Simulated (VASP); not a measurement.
# I (I4/mmm) in VASP: equation of state

Aim: energy against volume of I in PBE, for its equilibrium volume and stiffness.

Program: VASP 6.6.1. These are calculated values, not measurements. Logs are shortened: lines on timing, memory, paths and dates and some standing lists are left out, and cuts for length are marked.

## Step 1: The structure

Symmetry: I4/mmm, No. 139, tetragonal system. The conventional cell has a = 3.235 Å, b = 3.235 Å, c = 8.530 Å, α = 90.00°, β = 90.00°, γ = 90.00°. I (site symmetry 4/mmm) is surrounded by 4 I at 3.23 Å.

## Step 2: Equation of state, PBE, 41.95 Å³/atom (volume scaled by 0.94)

The input, INCAR:

```
SYSTEM = I
  PREC = Accurate
  ENCUT = 520
  EDIFF = 1E-7
  ISMEAR = -1
  SIGMA = 0.05
  LREAL = .False.
  LASPH = .True.
  NELM = 100
  ALGO = Normal
  ISIF = 2
  LWAVE = .False.
  LCHARG = .False.
  GGA = PE
  NBANDS = 10
```

The input, KPOINTS:

```
regular mesh
0
Gamma
  11 11 11
  0 0 0
```

The input, POSCAR:

```
I
1.0
   -1.5844374291      1.5844374291      4.1777466731
    1.5844374291     -1.5844374291      4.1777466731
    1.5844374291      1.5844374291     -4.1777466731
I
1
Direct
    0.0000000000      0.0000000000      0.0000000000
```

Potentials or basis: VASP PAW PBE potentials, release 64 (I).

Command:

```
$ cat potpaw_PBE.64/I/POTCAR > POTCAR
$ mpirun -np 1 vasp_std > vasp.out
```

OUTCAR:

```text
SYSTEM = I
   PREC = Accurate
   ENCUT = 520
   EDIFF = 1E-7
   ISMEAR = -1
   LREAL = .False.
   LASPH = .True.
   NELM = 100
   ISIF = 2
   GGA = PE

 ion  position               nearest neighbor table
   1  0.000  0.000  0.000-

  LATTYP: Found a body centered tetragonal cell.
 ALAT       =     3.1688748582
 C/A-ratio  =     2.6367381863

  Lattice vectors:

 A1 = (  -1.5844374291,   1.5844374291,   4.1777466731)
 A2 = (   1.5844374291,  -1.5844374291,   4.1777466731)
 A3 = (   1.5844374291,   1.5844374291,  -4.1777466731)

Analysis of symmetry for initial positions (statically):
=====================================================================
 Subroutine PRICEL returns:
 Original cell was already a primitive cell.

 Routine SETGRP: Setting up the symmetry group for a
 body centered tetragonal supercell.

 Subroutine GETGRP returns: Found 16 space group operations
 (whereof 16 operations were pure point group operations)
 out of a pool of 16 trial point group operations.

The static configuration has the point symmetry D_4h.

Analysis of symmetry for dynamics (positions and initial velocities):
=====================================================================
 Subroutine PRICEL returns:
 Original cell was already a primitive cell.

 Routine SETGRP: Setting up the symmetry group for a
 body centered tetragonal supercell.

 Subroutine GETGRP returns: Found 16 space group operations
 (whereof 16 operations were pure point group operations)
 out of a pool of 16 trial point group operations.

The dynamic configuration has the point symmetry D_4h.

 Subroutine INISYM returns: Found 16 space group operations
 (whereof 16 operations are pure point group operations),
 and found     1 'primitive' translations

----------------------------------------------------------------------------------------

                                     Primitive cell

  volume of cell :      41.9520

  direct lattice vectors                    reciprocal lattice vectors
    -1.584437429  1.584437429  4.177746673     0.000000000  0.315569420  0.119681742
     1.584437429 -1.584437429  4.177746673     0.315569420  0.000000000  0.119681742
     1.584437429  1.584437429 -4.177746673     0.315569420  0.315569420  0.000000000

  length of vectors
     4.740722645  4.740722645  4.740722645     0.337502264  0.337502264  0.446282553

  position of ions in fractional coordinates (direct lattice)
     0.000000000  0.000000000  0.000000000

  ion indices of the primitive-cell ions
   primitive index   ion index
                 1           1

----------------------------------------------------------------------------------------

 KPOINTS: regular mesh

Automatic generation of k-mesh.
 Grid dimensions read from file:
 generate k-points for:   11   11   11

 Generating k-lattice:

  Cartesian coordinates                     Fractional coordinates (reciprocal lattice)
     0.000000000  0.028688129  0.010880158     0.090909091  0.000000000  0.000000000
     0.028688129  0.000000000  0.010880158     0.000000000  0.090909091  0.000000000
     0.028688129  0.028688129  0.000000000     0.000000000  0.000000000  0.090909091

  Length of vectors
     0.030682024  0.030682024  0.040571141

  Shift w.r.t. Gamma in fractional coordinates (k-lattice)
     0.000000000  0.000000000  0.000000000

 Subroutine IBZKPT returns following result:
 ===========================================

 Found    126 irreducible k-points:

 Following reciprocal coordinates:
            Coordinates               Weight
  0.000000  0.000000  0.000000      1.000000
  0.090909  0.000000 -0.000000      8.000000
  0.181818  0.000000 -0.000000      8.000000
  0.272727  0.000000 -0.000000      8.000000
  0.363636  0.000000 -0.000000      8.000000
  0.454545  0.000000 -0.000000      8.000000
[... 42 lines left out ...]
 -0.090909  0.181818  0.090909      8.000000
  0.272727  0.272727  0.090909      8.000000
 [... further k-points ...]
   k-points           NKPTS =    126   k-points in BZ     NKDIM =    126   number of bands    NBANDS=     10
   number of dos      NEDOS =    301   number of ions     NIONS =      1
   total plane-waves  NPLWV =  46656
   dimension x,y,z NGX =    36 NGY =   36 NGZ =   36
   dimension x,y,z NGXF=    72 NGYF=   72 NGZF=   72
   ions per type =               1
   NGX,Y,Z   is equivalent  to a cutoff of  12.62, 12.62, 12.62 a.u.
   NGXF,Y,Z  is equivalent  to a cutoff of  25.25, 25.25, 25.25 a.u.
 SYSTEM =  I
   PREC   = accura    normal or accurate (medium, high low for compatibility)
   ISTART =      0    job   : 0-new  1-cont  2-samecut
   ICHARG =      2    charge: 1-file 2-atom 10-const
   ISPIN  =      1    spin polarized calculation?
   LNONCOLLINEAR =      F non collinear calculations
   LSORBIT =      F    spin-orbit coupling
   LASPH  =      T    aspherical Exc in radial PAW
   ENCUT  =  520.0 eV  38.22 Ry    6.18 a.u.   8.81  8.81  8.81*2*pi/ulx,y,z
   NELM   =    100;   NELMIN=  2; NELMDL= -5     # of ELM steps
   EDIFF  = 0.1E-06   stopping-criterion for ELM
   LREAL  =      F    real-space projection
   EDIFFG = 0.1E-05   stopping-criterion for IOM
   NSW    =      0    number of steps for IOM
   IBRION =     -1    ionic relax: 0-MD 1-quasi-New 2-CG
   NFREE  =      0    steps in history (QN), initial steepest desc. (CG)
   ISIF   =      2    stress and relaxation
   ISYM   =      2    0-nonsym 1-usesym 2-fastsym
   POTIM  = 0.5000    time-step for ionic-motion
   TEBEG  =    0.0;   TEEND  =   0.0 temperature during run
   PSTRESS=    0.0 pullay stress
   NELECT =       7.0000    total number of electrons
   NUPDOWN=      -1.0000    fix difference up-down
   EMIN   =  10.00;   EMAX   =-10.00  energy-range for DOS
   EFERMI =   0.00;   METHOD = LEGACY
   ISMEAR =    -1;   SIGMA  =   0.05  broadening in eV -4-tet -1-fermi 0-gaus
   EFERMI_NEDOS =   21; number of points for ismear=-14 and -15
   IALGO  =     38    algorithm
   IMIX   =      4    mixing-type and parameters
     AMIX     =   0.40;   BMIX     =  1.00
     AMIX_MAG =   1.60;   BMIX_MAG =  1.00
  volume/ion in A,a.u.               =      41.95       283.11
  Fermi-wavevector in a.u.,A,eV,Ry     =   0.901274  1.703161 11.051937  0.812294
  Thomas-Fermi vector in A             =   2.024334
   LORBIT       =      0    0 simple, 1 ext, 2 COOP (PROOUT), +10 PAW based schemes
   GGA     = PE    functional components
   LHFCALC =     F    Hartree Fock is set to
   AEXX    =    0.0000 exact exchange contribution
   IVDW    =     0    specifies the selected vdW correction
   LEPSILON=     F    determine dielectric tensor
   LRPA    =     F    only Hartree local field effects (RPA)
 non-spin polarized calculation
  energy-cutoff  :      520.00
  volume of cell :       41.95
 maximum number of plane-waves:      1152
   NGX = 17   NGY = 17   NGZ = 17

 number of electron       7.0000000 magnetization

 Free energy of the ion-electron system (eV)
  ---------------------------------------------------
  ext. energy  EPLUGINS =         0.00000000
  ---------------------------------------------------
  free energy    TOTEN  =        -1.40617583 eV

  energy without entropy =       -1.40046910  energy(sigma->0) =       -1.40332246

 E-fermi :   3.4121     XC(G=0):  -8.0258

 val. band max:        3.4107168224   @ k =  -0.2727  -0.2727   0.1818
 cond. band min:       3.4166316443   @ k =  -0.0909  -0.1818   0.0909
 fundamental gap:      0.0059148219
 Fermi energy:         3.4121315873

 k-point     1 :       0.0000    0.0000    0.0000
  band No.  band energies     occupation
      1     -10.7877      2.00000
      2       0.8126      2.00000
      3       4.2827      0.00000
      4       4.2827      0.00000
      5       7.3695      0.00000
      6      10.5831      0.00000
      7      11.4731      0.00000
      8      15.9478      0.00000
      9      15.9809      0.00000
     10      15.9809      0.00000

 k-point     2 :       0.0909    0.0000   -0.0000
  band No.  band energies     occupation
      1     -10.6955      2.00000
      2       0.8441      2.00000
      3       3.4334      0.79035
      4       4.3529      0.00000
      5       7.5917      0.00000
      6      10.9530      0.00000
      7      12.2128      0.00000
      8      13.8779      0.00000
      9      16.1064      0.00000
     10      16.5359      0.00000

 k-point     3 :       0.1818    0.0000   -0.0000
  band No.  band energies     occupation
      1     -10.4302      2.00000
      2       0.9316      2.00000
      3       1.7662      2.00000
      4       4.5494      0.00000
      5       8.1576      0.00000
      6      11.3093      0.00000
      7      12.0021      0.00000
      8      14.3654      0.00000
      9      16.4722      0.00000
     10      16.9703      0.00000

 k-point     4 :       0.2727    0.0000   -0.0000
  band No.  band energies     occupation
      1     -10.0329      2.00000
      2       0.0473      2.00000
      3       1.1198      2.00000
      4       4.8282      0.00000
      5       8.7587      0.00000
      6      10.8267      0.00000
      7      11.7479      0.00000
      8      16.6570      0.00000
      9      16.7590      0.00000
     10      17.2129      0.00000
[... 430 lines left out ...]
 k-point    38 :       0.1818    0.0909    0.0909
  band No.  band energies     occupation
      1      -9.6868      2.00000
      2       0.3656      2.00000
      3       1.4105      2.00000
      4       2.3957      2.00000
      5       9.1537      0.00000
      6      11.1739      0.00000
      7      12.6786      0.00000
      8      13.3771      0.00000
      9      15.2389      0.00000
     10      17.5818      0.00000

 k-point    39 :       0.2727    0.0909    0.0909
  band No.  band energies     occupation
      1      -9.2494      2.00000
      2      -0.9869      2.00000
      3       1.5979      2.00000
      4       2.7266      2.00000
      5       8.9342      0.00000
      6      11.1336      0.00000
      7      12.0795      0.00000
      8      14.1549      0.00000
      9      15.6005      0.00000
     10      17.4444      0.00000

 k-point    40 :       0.3636    0.0909    0.0909
  band No.  band energies     occupation
      1      -8.9391      2.00000
      2      -1.7714      2.00000
      3       1.7338      2.00000
      4       2.9465      1.99982
      5       8.4798      0.00000
      6      10.8640      0.00000
      7      12.9770      0.00000
      8      14.6112      0.00000
      9      15.6771      0.00000
     10      16.3795      0.00000

 [... further k-points ...]

------------------------ aborting loop because EDIFF is reached ----------------------------------------

  FORCE on cell =-STRESS in cart. coord.  units (eV):
  Direction    XX          YY          ZZ          XY          YZ          ZX
  --------------------------------------------------------------------------------------
  -------------------------------------------------------------------------------------
  Total        0.6731778      0.6731778      0.0620345      0.0000000      0.0000000      0.0000000
  in kB       25.7091738     25.7091738      2.3691451      0.0000000      0.0000000      0.0000000
  external PRESSURE =      17.9291642 kB  Pullay stress =       0.0000000 kB

 VOLUME and BASIS-vectors are now :
 -----------------------------------------------------------------------------
  energy-cutoff  :      520.00
  volume of cell :       41.95
      direct lattice vectors                 reciprocal lattice vectors
    -1.584437429  1.584437429  4.177746673     0.000000000  0.315569420  0.119681742
     1.584437429 -1.584437429  4.177746673     0.315569420  0.000000000  0.119681742
     1.584437429  1.584437429 -4.177746673     0.315569420  0.315569420  0.000000000

 POSITION                                       TOTAL-FORCE (eV/Angst)
 -----------------------------------------------------------------------------------
      0.00000      0.00000      0.00000         0.000000      0.000000     -0.000000
 -----------------------------------------------------------------------------------
    total drift:                                0.000000      0.000000     -0.000000

  FREE ENERGIE OF THE ION-ELECTRON SYSTEM (eV)
  ---------------------------------------------------
  free  energy   TOTEN  =        -1.4061758252 eV

  energy  without entropy=       -1.4004691045  energy(sigma->0) =       -1.40332246
```

Run time: 39 s. Hardware: 1 thread of AMD EPYC 9R45 (Zen 5), shared host; peak memory 0.19 GiB.

Results:

| Quantity | Value |
| --- | --- |
| Free energy | -1.4062 eV |
| Pressure | 1.8 GPa |
| Band gap on the k mesh | none (metal or under the smearing width) |

Caveat: an odd number of electrons without spin polarisation forces a metal; a magnetic or distorted state may lie lower.

## Step 3: Equation of state, PBE, 42.84 Å³/atom (volume scaled by 0.96)

The input, INCAR:

```
SYSTEM = I
PREC = Accurate
ENCUT = 520
EDIFF = 1E-7
ISMEAR = -1
SIGMA = 0.05
LREAL = .False.
LASPH = .True.
NELM = 100
ALGO = Normal
ISIF = 2
LWAVE = .False.
LCHARG = .False.
GGA = PE
NBANDS = 10
```

KPOINTS is that of step 2.

The input, POSCAR:

```
I
1.0
   -1.5955958068      1.5955958068      4.2071683937
    1.5955958068     -1.5955958068      4.2071683937
    1.5955958068      1.5955958068     -4.2071683937
I
1
Direct
    0.0000000000      0.0000000000      0.0000000000
```

Potentials or basis: VASP PAW PBE potentials, release 64 (I).

Command:

```
$ cat potpaw_PBE.64/I/POTCAR > POTCAR
$ mpirun -np 1 vasp_std > vasp.out
```

It took 40 s on 1 thread of AMD EPYC 9R45 (Zen 5), shared host; peak memory 0.19 GiB.

Results (log left out):

```yaml
Free_energy: -1.4144 eV
Pressure: 1.2 GPa
Band_gap_on_the_k_mesh: none (metal or under the smearing width)
```

Caveat: an odd number of electrons without spin polarisation forces a metal; a magnetic or distorted state may lie lower.

## Step 4: Equation of state, PBE, 43.74 Å³/atom (volume scaled by 0.98)

The input, INCAR:

```
SYSTEM = I
ALGO = Normal ; EDIFF = 1E-7
ENCUT = 520 ; GGA = PE
ISIF = 2 ; ISMEAR = -1
LASPH = .True. ; LCHARG = .False.
LREAL = .False. ; LWAVE = .False.
NBANDS = 10 ; NELM = 60
PREC = Accurate ; SIGMA = 0.05
```

The input, KPOINTS:

```
k-points
0
Gamma
  11 11 11
  0 0 0
```

The input, POSCAR:

```
I
1.0
   -1.6066002635      1.6066002635      4.2361842651
    1.6066002635     -1.6066002635      4.2361842651
    1.6066002635      1.6066002635     -4.2361842651
I
1
Direct
    0.0000000000      0.0000000000      0.0000000000
```

Command:

```
$ cat potpaw_PBE.64/I/POTCAR > POTCAR
$ mpirun -np 1 vasp_std > vasp.out
```

Run time: 40 s. Hardware: 1 thread of AMD EPYC 9R45 (Zen 5), shared host; peak memory 0.2 GiB.

It converged, with:

```
Free energy            : -1.4193 eV
Pressure               : 0.6 GPa
Band gap on the k mesh : none (metal or under the smearing width)
```

Caveat: an odd number of electrons without spin polarisation forces a metal; a magnetic or distorted state may lie lower.

## Step 5: Equation of state, PBE, 45.52 Å³/atom (volume scaled by 1.02)

The input, INCAR:

```
SYSTEM = I
PREC = Accurate
ENCUT = 520
EDIFF = 1E-7
ISMEAR = -1
SIGMA = 0.05
LREAL = .FALSE.
LASPH = .TRUE.
NELM = 100
ALGO = Normal
ISIF = 2
LWAVE = .FALSE.
LCHARG = .FALSE.
GGA = PE
NBANDS = 10
```

The input, KPOINTS:

```
Automatic mesh
0
G
  11 11 11
  0 0 0
```

The input, POSCAR:

```
I
1.0
   -1.6281679413      1.6281679413      4.2930525847
    1.6281679413     -1.6281679413      4.2930525847
    1.6281679413      1.6281679413     -4.2930525847
I
1
Direct
    0.0000000000      0.0000000000      0.0000000000
```

Command:

```
$ cat potpaw_PBE.64/I/POTCAR > POTCAR
$ mpirun -np 1 vasp_std > vasp.out
```

It took 45 s on 1 thread of AMD EPYC 9R45 (Zen 5), shared host; peak memory 0.2 GiB.

The run converged. Its results:

| Quantity | Value |
| --- | --- |
| Free energy | -1.4207 eV |
| Pressure | -0.3 GPa |
| Band gap on the k mesh | none (metal or under the smearing width) |

Caveat: an odd number of electrons without spin polarisation forces a metal; a magnetic or distorted state may lie lower.

## Step 6: Equation of state, PBE, 46.41 Å³/atom (volume scaled by 1.04)

The input, INCAR:

```
ALGO = Normal
EDIFF = 1E-7
ENCUT = 520
GGA = PE
ISIF = 2
ISMEAR = -1
LASPH = True
LCHARG = False
LREAL = False
LWAVE = False
NBANDS = 10
NELM = 60
PREC = Accurate
SIGMA = 0.05
```

The input, KPOINTS:

```
k-points
0
Gamma
  11 11 11
```

The input, POSCAR:

```
I
1.0
   -1.6387407567      1.6387407567      4.3209303307
    1.6387407567     -1.6387407567      4.3209303307
    1.6387407567      1.6387407567     -4.3209303307
I
1
Direct
    0.0000000000      0.0000000000      0.0000000000
```

Potentials or basis: VASP PAW PBE potentials, release 64 (I).

Command:

```
$ cat potpaw_PBE.64/I/POTCAR > POTCAR
$ mpirun -np 1 vasp_std > vasp.out
```

It took 42 s on 1 thread of AMD EPYC 9R45 (Zen 5), shared host; peak memory 0.2 GiB.

Results (log left out):

* Free energy: -1.4179 eV
* Pressure: -0.7 GPa
* Band gap on the k mesh: none (metal or under the smearing width)

Caveat: an odd number of electrons without spin polarisation forces a metal; a magnetic or distorted state may lie lower.

## Step 7: Equation of state, PBE, 47.31 Å³/atom (volume scaled by 1.06)

The input, INCAR:

```
PREC = Accurate
ENCUT = 520
EDIFF = 1E-7
ISMEAR = -1
SIGMA = 0.05
LREAL = False
LASPH = True
NELM = 80
ALGO = Normal
ISIF = 2
LWAVE = False
LCHARG = False
GGA = PE
NBANDS = 10
```

The input, KPOINTS:

```
regular mesh
0
Gamma
  11 11 11
```

The input, POSCAR:

```
I
1.0
   -1.6491788773      1.6491788773      4.3484529220
    1.6491788773     -1.6491788773      4.3484529220
    1.6491788773      1.6491788773     -4.3484529220
I
1
Direct
    0.0000000000      0.0000000000      0.0000000000
```

Command:

```
$ cat potpaw_PBE.64/I/POTCAR > POTCAR
$ mpirun -np 1 vasp_std > vasp.out
```

It took 62 s on 1 thread of AMD EPYC 9R45 (Zen 5), shared host; peak memory 0.23 GiB.

It converged, with:

```
Free energy            : -1.4130 eV
Pressure               : -1.0 GPa
Band gap on the k mesh : none (metal or under the smearing width)
```

Caveat: an odd number of electrons without spin polarisation forces a metal; a magnetic or distorted state may lie lower.

## Step 8: Equation of state, PBE

This step only gathers the single runs of the series.

What came out:

| Property | Result |
| --- | --- |
| Equilibrium volume | 44.86 Å³/atom |
| Bulk modulus at fixed shape and positions | 22 GPa |
| Pressure derivative of the bulk modulus | 5.3 |

Energy against volume, from the lowest point:
```tsv
volume (Å³/atom)	energy (meV/atom)
41.952	15.10
42.845	6.90
43.737	1.99
44.630	0.00
45.522	0.58
46.415	3.42
47.308	8.27
```

Caveat: the cell was scaled at fixed shape and fractional positions, which overstates the stiffness of a crystal with free parameters, most of all of layers and chains.
